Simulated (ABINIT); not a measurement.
# Quasiparticle gap of AgBr (Bromargyrite) in ABINIT, part 2 of 2

Wanted: ground state, empty states, screening and self-energy for AgBr (Bromargyrite).

ABINIT 10.8.3; PBE and many-body steps on it, plane waves. Known limits of the many-body steps: not at the basis limit; d shell near the gap, gap tends to lie low; no spin-orbit coupling; coarse k mesh.

So far. Step 2 (Ground state): The gap is indirect, with the least direct gap 1.87 eV higher. Step 3 (Bands along the symmetry lines): The gap is 0.676 eV, as in the run before at this level.

## (4) Empty states on the mesh, 4×4×4 mesh, 99 bands

Level of this step: DFT, PBE, plane waves, norm-conserving pseudopotentials (ABINIT).

The sums over transitions need many empty states on a uniform mesh; this step solves for them.

run.abi reads:

```
acell 3*1.0 Angstrom
rprim 
  0.000000000000 2.887250000000 2.887250000000
  2.887250000000 0.000000000000 2.887250000000
  2.887250000000 2.887250000000 0.000000000000
ntypat 2
znucl 47 35
natom 2
typat 1 2
xred 
  0.000000000000 0.000000000000 0.000000000000
  0.500000000000 0.500000000000 0.500000000000
pp_dirpath "pseudos"
pseudos "Ag.upf, Br.upf"
ecut 37
ngkpt 4 4 4
nshiftk 1
shiftk 0 0 0
kptopt 1
chksymbreak 0
irdden 1
istwfk *1
nband 99
prtvol 0
optdriver 6
gwr_task "HDIAGO"
paral_kgb 0
occopt 1
indata_prefix "in"
outdata_prefix "out"
tmpdata_prefix "tmp"
```

Launch:

```bash
OMP_NUM_THREADS=1 mpirun -n 8 abinit run.abi > log
```

Numbers of over 12 decimals in the logs are rounded to 6 here.

The program printed:

```text
[banner, memory and clock lines left out]
.Version 10.8.3 of ABINIT. v10.8.2 released Aug 2026.

 Symmetries : space group Fm -3 m (#225); Bravais cF (face-center cubic)
[... echo of the input left out ...]
== DATASET  1 ==================================================================
-   mpi_nproc: 8, omp_nthreads: 1 (-1 if OMP is not activated)

--- !DatasetInfo
iteration_state: {dtset: 1, }
dimensions: {natom: 2, nkpt: 8, mband: 99, nsppol: 1, nspinor: 1, nspden: 1, mpw: 3512, }
cutoff_energies: {ecut:  37.0, pawecutdg:  -1.0, }
electrons: {nelect:   2.60000000E+01, charge:   0.00000000E+00, occopt:   1.00000000E+00, tsmear:   1.00000000E-02, }

.Using double precision arithmetic; gwpc =  8

- Reading GS density from: in_DEN

--- Pseudopotential description ------------------------------------------------
- Ag Generated using ONCVPSP code by D. R. Hamann
- 47.00000  19.00000  171031                  znucl, zion, pspdat
12 -101130 2 -1 1538                          pspcod,pspxc,lmax,lloc,mmax
     nproj     2     2     2
  pspatm : epsatm=   27.55768671
         --- l  ekb(1:nproj) -->
             0    9.557566   -0.414742
             1    3.443234   -0.133519
             2   -1.597169   -0.391124
 pspatm: atomic psp has been read  and splines computed

- Br Generated using ONCVPSP code by D. R. Hamann
- 35.00000   7.00000  171031                  znucl, zion, pspdat
12 -101130 2 -1 1098                          pspcod,pspxc,lmax,lloc,mmax
     nproj     2     2     2
  pspatm : epsatm=   11.64859065
         --- l  ekb(1:nproj) -->
             0    8.455549    0.878460
             1    5.292495    0.880691
             2    2.589748    0.385882
 pspatm: atomic psp has been read  and splines computed

   1.01936321E+03                                ecore*ucvol(ha*bohr**3)

 Total charge density [el/Bohr^3]
)     Maximum=    2.1427E+00  at reduced coord.    0.0667    0.9111    0.9778
)     Minimum=    2.0579E-03  at reduced coord.    0.5111    0.4889    0.4889
   Integrated=    2.6000E+01

 === KS gaps after direct diagonalization ===
 Indirect band gap semiconductor
 Fundamental gap:     0.676 (eV)
   VBM:     4.662 (eV) at k: [ 5.0000E-01,  0.0000E+00,  0.0000E+00]
   CBM:     5.338 (eV) at k: [ 0.0000E+00,  0.0000E+00,  0.0000E+00]
 Direct gap:         2.544 (eV) at k: [ 0.0000E+00,  0.0000E+00,  0.0000E+00]

== END DATASET(S) ==============================================================

 -outvars: echo values of variables after computation  --------
           etotal      0.0000000000E+00
            nband          99
             nkpt           8
          spgroup         225
 [... the other variables as echoed above ...]

 Calculation completed.
```

Elapsed: 31 s, on 8 MPI ranks of Arm Neoverse V2, shared host; peak memory 5.7 GiB; 4.1 min of CPU time.

Numbers from this step:

* gap: 0.6764 eV
* k of the valence top: 0.5, 0, 0
* k of the conduction bottom: 0, 0, 0
* least direct gap: 2.544 eV
* k points computed: 8
* lowest point of the top converged band, above the valence top: 72.4333 eV

On this mesh the gap is 0.676 eV.

## (5) Screening, 4×4×4 mesh, 91 bands, screening to 136.1 eV

The RPA dielectric matrix is built and inverted for each q.

This step: RPA screening on PBE, plane waves, norm-conserving pseudopotentials.

run.abi, as its differences from that of step 4:

```diff
@@ -20,10 +20,11 @@
 chksymbreak 0
-irdden 1
 istwfk *1
-nband 99
-prtvol 0
-optdriver 6
-gwr_task "HDIAGO"
-paral_kgb 0
 occopt 1
+irdwfk 1
+optdriver 3
+nband 91
+ecuteps 5
+inclvkb 2
+awtr 1
+symchi 1
 indata_prefix "in"
```

The program printed:

```text
.Version 10.8.3 of ABINIT. v10.8.2 released Aug 2026.

 Symmetries : space group Fm -3 m (#225); Bravais cF (face-center cubic)
[... echo of the input left out ...]
== DATASET  1 ==================================================================
-   mpi_nproc: 8, omp_nthreads: 1 (-1 if OMP is not activated)

--- !DatasetInfo
iteration_state: {dtset: 1, }
dimensions: {natom: 2, nkpt: 8, mband: 91, nsppol: 1, nspinor: 1, nspden: 1, mpw: 3512, }
cutoff_energies: {ecut:  37.0, pawecutdg:  -1.0, }
electrons: {nelect:   2.60000000E+01, charge:   0.00000000E+00, occopt:   1.00000000E+00, tsmear:   1.00000000E-02, }

 SCREENING: Calculation of the susceptibility and dielectric matrices

 Based on a program developped by R.W. Godby, V. Olevano, G. Onida, and L. Reining.
 Incorporated in ABINIT by V. Olevano, G.-M. Rignanese, and M. Torrent.
.Using double precision arithmetic ; gwpc =  8

[... cell and pseudopotentials left out ...]
--------------------------------------------------------------------------------

 ==== K-mesh for the wavefunctions ====
 Number of points in the irreducible wedge :     8
[... list of points left out ...]
 Together with 48 symmetry operations and time-reversal symmetry
 yields    64 points in the full Brillouin Zone.

 ==== Q-mesh for the screening function ====
 Number of points in the irreducible wedge :     8
[... list of points left out ...]
 Together with 48 symmetry operations and time-reversal symmetry
 yields    64 points in the full Brillouin Zone.

 setmesh: FFT mesh size selected  =    30x   30x   30
          total number of points  =        27000

 vcoul_init : cutoff-mode = AUXILIARY_FUNCTION
 q-points for optical limit:   1
     1)      0.000010    0.000020    0.000030

- screening: taking advantage of time-reversal symmetry
- Maximum band index for partially occupied states nbvw = 13
- Remaining bands to be divided among processors   nbcw = 78
- Number of bands treated by each node ~9

 Number of electrons calculated from density =   26.0000; Expected =   26.0000
 average of density, n =  0.080038
 r_s =    1.4395
 omega_plasma =   27.2899 [eV]

 calculating chi0 at frequencies [eV] :
  1    0.000000E+00    0.000000E+00
  2    0.000000E+00    2.728993E+01

--------------------------------------------------------------------------------
  q-point number  1        q = ( 0.000000, 0.000000, 0.000000) [r.l.u.]
--------------------------------------------------------------------------------
[... chi0 elements left out ...]
 For q-point:  0.000010 0.000020 0.000030
  dielectric constant =   6.7310
  dielectric constant without local fields =   7.2662

  Average fulfillment of the sum rule on Im[epsilon] for q-point    1 :     62.69  [%]
[... wings left out ...]
  q-point number  2        q = ( 0.250000, 0.000000, 0.000000) [r.l.u.]
--------------------------------------------------------------------------------
[... chi0 elements left out ...]
  Average fulfillment of the sum rule on Im[epsilon] for q-point    2 :     76.87  [%]

 [... 6 further q-points ...]
```

Elapsed: 11 s, on 8 MPI ranks; peak memory 1.4 GiB; 89 s of CPU time.

This step gave:

| Property | Result |
| --- | --- |
| ε∞ with local fields, on this mesh, along the program's q direction | 6.731 |
| the same without local fields | 7.266 |
| plasma frequency | 27.29 eV |
| plane waves in the screening matrix | 169 |

Local fields lower ε∞ by 7 %. On a Γ-centred mesh this coarse the value itself is usually too large, while a short band sum pulls it down.

## (6) Self-energy, 4×4×4 mesh, 91 bands, screening to 136.1 eV

The self-energy is evaluated for the states that the input lists, and the levels follow from it, in one-shot runs by the linearised quasiparticle equation.

This step: G0W0 on PBE, plane waves, norm-conserving pseudopotentials.

run.abi, as its differences from that of step 5:

```diff
@@ -23,8 +23,17 @@
 irdwfk 1
-optdriver 3
+optdriver 4
 nband 91
+gwcalctyp 0
+ecutsigx 37
+symsigma 1
+nkptgw 2
+kptgw 
+  0.5000000000 0.0000000000 0.0000000000
+  0.0000000000 0.0000000000 0.0000000000
+bdgw 
+  12 15
+  11 17
 ecuteps 5
-inclvkb 2
-awtr 1
-symchi 1
+irdscr 1
+ppmodel 1
 indata_prefix "in"
```

The program printed:

```text
.Version 10.8.3 of ABINIT. v10.8.2 released Aug 2026.

 Symmetries : space group Fm -3 m (#225); Bravais cF (face-center cubic)
[... echo of the input left out ...]
== DATASET  1 ==================================================================
-   mpi_nproc: 8, omp_nthreads: 1 (-1 if OMP is not activated)

--- !DatasetInfo
iteration_state: {dtset: 1, }
dimensions: {natom: 2, nkpt: 8, mband: 91, nsppol: 1, nspinor: 1, nspden: 1, mpw: 3512, }
cutoff_energies: {ecut:  37.0, pawecutdg:  -1.0, }
electrons: {nelect:   2.60000000E+01, charge:   0.00000000E+00, occopt:   1.00000000E+00, tsmear:   1.00000000E-02, }

 SIGMA: Calculation of the GW corrections

 Based on a program developped by R.W. Godby, V. Olevano, G. Onida, and L. Reining.
 Incorporated in ABINIT by V. Olevano, G.-M. Rignanese, and M. Torrent.
.Using double precision arithmetic ; gwpc =  8

[... cell and pseudopotentials left out ...]
--------------------------------------------------------------------------------

 ==== K-mesh for the wavefunctions ====
 Number of points in the irreducible wedge :     8
[... list of points left out ...]
 Together with 48 symmetry operations and time-reversal symmetry
 yields    64 points in the full Brillouin Zone.

 ==== Q-mesh for screening function ====
 Number of points in the irreducible wedge :     8
[... list of points left out ...]
 Together with 48 symmetry operations and time-reversal symmetry
 yields    64 points in the full Brillouin Zone.

 vcoul_init : cutoff-mode = AUXILIARY_FUNCTION
 q-points for optical limit:   1
     1)      0.000010    0.000020    0.000030
 setmesh: FFT mesh size selected  =    45x   45x   45
          total number of points  =        91125

 Number of electrons calculated from density =   26.0000; Expected =   26.0000
 average of density, n =  0.080038
 r_s =    1.4395
 omega_plasma =   27.2899 [eV]

 === KS Band Gaps ===
  >>>> For spin  1
   Minimum direct gap =   2.5442 [eV], located at k-point      :   0.0000  0.0000  0.0000
   Fundamental gap    =   0.6764 [eV], Top of valence bands at :   0.5000  0.0000  0.0000
                                       Bottom of conduction at :   0.0000  0.0000  0.0000
 SIGMA fundamental parameters:
 PLASMON POLE MODEL  1
 number of plane-waves for SigmaX                 3479
 number of plane-waves for SigmaC and W            169
 number of plane-waves for wavefunctions          3479
 number of bands                                    91
 number of independent spin polarizations            1
 number of spinorial components                      1
 number of k-points in IBZ                           8
 number of q-points in IBZ                           8
 number of symmetry operations                      48
 number of k-points in BZ                           64
 number of q-points in BZ                           64
 number of frequencies for dSigma/dE                 9
 frequency step for dSigma/dE [eV]                0.25
 number of omega for Sigma on real axis              0
 max omega for Sigma on real axis  [eV]           0.00
 zcut for avoiding poles [eV]                     0.10

 EPSILON^-1 parameters (SCR file):
 dimension of the eps^-1 matrix on file            169
 dimension of the eps^-1 matrix used               169
 number of plane-waves for wavefunctions          3479
 number of bands                                    91
 number of q-points in IBZ                           8
 number of frequencies                               2
 number of real frequencies                          1
 number of imag frequencies                          1

 matrix elements of self-energy operator (all in [eV])

 Perturbative Calculation

--- !SelfEnergy_ee
iteration_state: {dtset: 1, }
kpoint     : [   0.500,    0.000,    0.000, ]
spin       : 1
KS_gap     :    3.789
QP_gap     :    4.517
Delta_QP_KS:    0.728
data: !SigmaeeData |
     Band     E0 <VxcDFT>   SigX SigC(E0)      Z dSigC/dE  Sig(E)    E-E0       E
       12   4.662 -19.756 -24.013   3.549   0.798  -0.253 -20.321  -0.565   4.097
       13   4.662 -19.756 -24.013   3.549   0.798  -0.253 -20.321  -0.565   4.097
       14   8.451  -8.729  -4.696  -3.837   0.832  -0.202  -8.566   0.163   8.614
       15  11.151 -13.263  -7.266  -4.893   0.798  -0.253 -12.382   0.882  12.033

--- !SelfEnergy_ee
iteration_state: {dtset: 1, }
kpoint     : [   0.000,    0.000,    0.000, ]
spin       : 1
KS_gap     :    2.544
QP_gap     :    3.645
Delta_QP_KS:    1.101
data: !SigmaeeData |
     Band     E0 <VxcDFT>   SigX SigC(E0)      Z dSigC/dE  Sig(E)    E-E0       E
       11   2.794 -13.189 -16.662   2.531   0.797  -0.254 -13.940  -0.751   2.043
       12   2.794 -13.189 -16.662   2.531   0.797  -0.254 -13.940  -0.751   2.043
       13   2.794 -13.189 -16.662   2.531   0.797  -0.254 -13.940  -0.751   2.043
       14   5.338 -10.519  -6.429  -3.666   0.826  -0.211 -10.169   0.350   5.688
       15  14.594 -11.297  -6.448  -4.234   0.817  -0.224 -10.794   0.503  15.097
       16  14.594 -11.297  -6.448  -4.234   0.817  -0.224 -10.794   0.503  15.097
       17  14.594 -11.297  -6.448  -4.234   0.817  -0.224 -10.794   0.503  15.097

== END DATASET(S) ==============================================================
================================================================================

 -outvars: echo values of variables after computation  --------
           etotal      0.0000000000E+00
            nband          91
             nkpt           8
          spgroup         225
 [... the other variables as echoed above ...]

 Calculation completed.
```

Elapsed: 4.2 s, on 8 MPI ranks; peak memory 1.3 GiB.

This step gave:

```yaml
g0w0_gap_on_the_points_computed: 1.591 eV
starting_gap_on_the_mesh: 0.6764 eV
k_of_the_valence_top: 0.5, 0, 0
k_of_the_conduction_bottom: 0, 0, 0
z_at_the_valence_top: 0.798
z_at_the_conduction_bottom: 0.826
least_direct_g0w0_gap_on_the_computed_points: 3.645 eV
```

The gap on the mesh goes from 0.68 eV to 1.59 eV, a correction of +0.91 eV.

Limits: finite bands, cutoff and mesh; d shell near the gap, gap tends to lie low; no spin-orbit coupling; coarse k mesh. v1 is the top filled band, c1 the lowest empty one. The levels before and after the correction (eV, zero at the valence-band top of each column):

```tsv
	conduction bottom	valence top
Kohn-Sham	0.68	0.00
G0W0	1.59	0.00
```

```tsv
	level	energy (eV)
Kohn-Sham	(0.5 0 0) v2-v1	0.000
Kohn-Sham	(0.5 0 0) c1	3.789
Kohn-Sham	(0.5 0 0) c2	6.489
Kohn-Sham	Γ v3-v1	-1.868
Kohn-Sham	Γ c1	0.676
Kohn-Sham	Γ c2-c4	9.932
G0W0	(0.5 0 0) v2-v1	0.000
G0W0	(0.5 0 0) c1	4.517
G0W0	(0.5 0 0) c2	7.936
G0W0	Γ v3-v1	-2.054
G0W0	Γ c1	1.591
G0W0	Γ c2-c4	11.000
```

## (7) Where the time went

Times are wall times on 8 MPI ranks of Arm Neoverse V2, shared host, good to a factor of about two.

```tsv
step	time	share	memory (GiB)
ground state	6.1 s	10 %	0.6
bands along the symmetry lines	8.9 s	15 %	0.54
empty states on the mesh	31 s	50 %	5.7
screening	11 s	18 %	1.4
self-energy	4.2 s	7 %	1.3
```

## (8) Outcome

```yaml
pbe_gap: 0.68 eV, indirect
g0w0_gap_on_the_mesh: 1.59 eV
gw_settings: 4×4×4 mesh, 91 bands, screening to 136.1 eV, Godby-Needs plasmon pole
known_limits: not at the basis limit; d shell near the gap, gap tends to lie low; no spin-orbit coupling; coarse k mesh
```

In words: G0W0 moves the gap on the mesh from 0.68 eV to 1.59 eV (+0.91 eV), with Z of 0.80 and 0.83 at the edges. Local fields lower the RPA ε∞ on this mesh from 7.27 to 6.73; a Γ-centred mesh this coarse tends to raise both, most where the direct gap is narrow, while a short band sum lowers them. Only 2 of the mesh's irreducible points were corrected, so a valley elsewhere could overtake. The dearest step here is «empty states on the mesh». Bands and cutoff are finite, so the gap is not at the basis limit. The miss can reach some tenths of an eV and take either sign; the mesh is an error of its own. In the G0W0 run levels were corrected at 2 k points alone, so a gap called «on the mesh» is the least over those, and an edge elsewhere would be missed. The 4×4×4 mesh is coarse for this cell, which bears on the long-range parts of exchange and screening. A d shell, filled or nearly so, lies near the gap. One-shot GW converges very slowly in bands there, not always from below, and on a semilocal start the gap tends to come out low; starts rich in exact exchange can overshoot instead. The many-body steps are scalar-relativistic: spin-orbit coupling is not in them.

[Paths, hosts, dates, memory and timing lines, banners, echoed tables and standing remarks are left out of the program output.]

[Logs are printed without paths, hosts, clocks, repeated set-up lines and the standing remarks that a program may print on its own settings, such as how far it seeks lower states.]

[Runs of the session that timed out or met a known fault of the program may be left out.]

[Hosts, paths, dates, database ids (printed as entryN), source tags and the programs' standing remarks are cut or masked in the printed files.]

[G0W0 gaps are taken among the corrected bands and points alone; a level outside them can change the order at an edge.]

[Where Ansatz stands beside ABINIT at settings called matched, ABINIT's density can come from a denser mesh and the files from another edition; pairs whose starting gaps differed by over 0.03 eV were left out, so agreement reads better than it is.]
